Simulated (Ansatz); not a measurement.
Ti:

```
Ti
1.0
     4.56737    0.00000    0.00000
    -2.28369    3.95546    0.00000
     0.00000    0.00000    2.82624
Ti
3
Direct
  0.66667 0.33333 0.50000
  0.33333 0.66667 0.50000
  0.00000 0.00000 0.00000
```

This isn't the form of Ti at room conditions, which is hcp.

* Program: Ansatz 0.2.0
* Task: relaxation of cell and atoms
* Functional: PBEsol
* Potentials or basis: Ansatz PAW
* Cutoff: 420 eV (not typed: the program's choice for these potentials)
* k mesh: 7 × 7 × 9
* Occupations: fermi-dirac, width 0.05 eV
* Spin: no spin polarisation

At the start: volume 17.02 Å³/atom.

Task: Where does the relaxation end?

Result: It ends after 5 steps and the volume is 16.47 Å³/atom (-3.2 %); space group P6/mmm (No. 191, to 0.05 Å).

The path:
```csv
step,energy change (eV),largest force (eV/Å),volume (Å³)
1,0.0000,0.0000,51.06
2,-0.0032,0.0000,48.01
3,-0.0198,0.0000,49.47
4,-0.0199,0.0000,49.41
5,-0.0198,0.0000,49.41
```

Final structure:
```xyz
3
Lattice="4.5159 0.0000 0.0000 -2.2579 3.9109 0.0000 0.0000 0.0000 2.7976" Properties=species:S:1:pos:R:3 pbc="T T T"
Ti    2.2579    1.3036    1.3988
Ti    0.0000    2.6073    1.3988
Ti    0.0000    0.0000    0.0000
```

Caveat: the plane-wave basis is chosen anew once the cell has moved, so the energies of steps on either side of that aren't comparable; the PAW data sets come from PBE, with cores solved anew for the run's functional, which leaves a small shift of forces and pressure.
